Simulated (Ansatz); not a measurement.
# Ge: course of a relaxation

Level of theory: DFT PBE, scalar-relativistic, plane waves, PAW in Ansatz 0.2.0. Run with 420 eV cutoff, 12×12×12 k-mesh, Gaussian smearing of 0.10 eV, no spin polarisation.

What was changed in C: C → Ge on all its sites, cell and atoms relaxed.

Command:

```bash
ansatz run input.yaml --threads 1 --pin off --max-ram 2560MiB --backend cpu --events-out ev --progress --plain --runs-dir out
```

Input:

```yaml
crystal:
  lattice:
    - [2.1318271981, 1.2308110067, 6.1283969456]
    - [-2.1318271981, 1.2308110067, 6.1283969456]
    - [0.0, -2.4616220133, 6.1283969456]
  atoms:
    - { symbol: Ge, position: [0.9262614399, 0.9262614399, 0.9262614399] }
    - { symbol: Ge, position: [0.2253948928, 0.2253948928, 0.2253948928] }
    - { symbol: Ge, position: [0.7746051072, 0.7746051072, 0.7746051072] }
    - { symbol: Ge, position: [0.0737385601, 0.0737385601, 0.0737385601] }
basis:
  ecutwfc: 420
kpoints:
  mp_grid: { grid: [12, 12, 12] }
hamiltonian:
  xc: pbe
scf:
  occupations: { method: gaussian, width: 0.1 }
output:
  forces: true
  stress: true
  eigenvalues: true
relax:
  adjacent_minimum: "off"
  f_tol: 0.01
  max_steps: 60
  cell: { stress_tol: 0.1 }
```

F is the free energy. Steps run on the plane waves of an earlier cell, but the last one, and at times one on the way, on a freshly chosen basis, so a repeated geometry can differ a little in energy.

At step 7 the energy rises: a step can overshoot before the optimiser corrects it.

Steps:

| step | F − F(1) (eV) | largest force component (eV/Å) | V (Å³/atom) | P (GPa) |
| --- | --- | --- | --- | --- |
| 1 | 0.0000 | 0.061 | 24.120 | 0.24 |
| 2 | -0.0010 | 0.024 | 24.224 | -0.03 |
| 3 | -0.0023 | 0.022 | 24.291 | -0.18 |
| 4 | -0.0036 | 0.042 | 24.322 | -0.25 |
| 5 | -0.0067 | 0.037 | 24.322 | -0.31 |
| 6 | -0.0106 | 0.015 | 24.149 | -0.07 |
| 7 | 0.0047 | 0.111 | 23.764 | 0.02 |
| 8 | -0.0057 | 0.105 | 24.130 | -0.16 |
| 9 | -0.0115 | 0.008 | 24.094 | -0.02 |
| 10 | -0.0120 | 0.006 | 24.029 | 0.04 |
| 11 | -0.0123 | 0.006 | 24.029 | 0.06 |
| 12 | -0.0124 | 0.002 | 24.061 | -0.03 |
| 13 | -0.0124 | 0.002 | 24.061 | -0.03 |

Relaxed structure:

```yaml
crystal:
  lattice:
    - [2.06557, 1.19256, 6.51194]
    - [-2.06557, 1.19256, 6.51194]
    - [0.00000, -2.38512, 6.51194]
  atoms:
    - { symbol: Ge, position: [0.93203, 0.93203, 0.93203] }
    - { symbol: Ge, position: [0.22263, 0.22263, 0.22263] }
    - { symbol: Ge, position: [0.77737, 0.77737, 0.77737] }
    - { symbol: Ge, position: [0.06797, 0.06797, 0.06797] }
```

The structure is trigonal, space group R-3m (No. 166). The conventional cell has a = 4.131 Å, b = 4.131 Å, c = 19.536 Å, α = 90.00°, β = 90.00°, γ = 120.00°. Ge (site symmetry 3m) has 4 Ge at 2.53 to 2.66 Å as nearest neighbours. Around Ge (site symmetry 3m) lie 3 Ge at 2.53 Å.

The run converged. It took 5.3 min on 1 thread of Intel(R) Xeon(R) Platinum 8488C (Sapphire Rapids), with other jobs on the host, peak memory 0.74 GiB.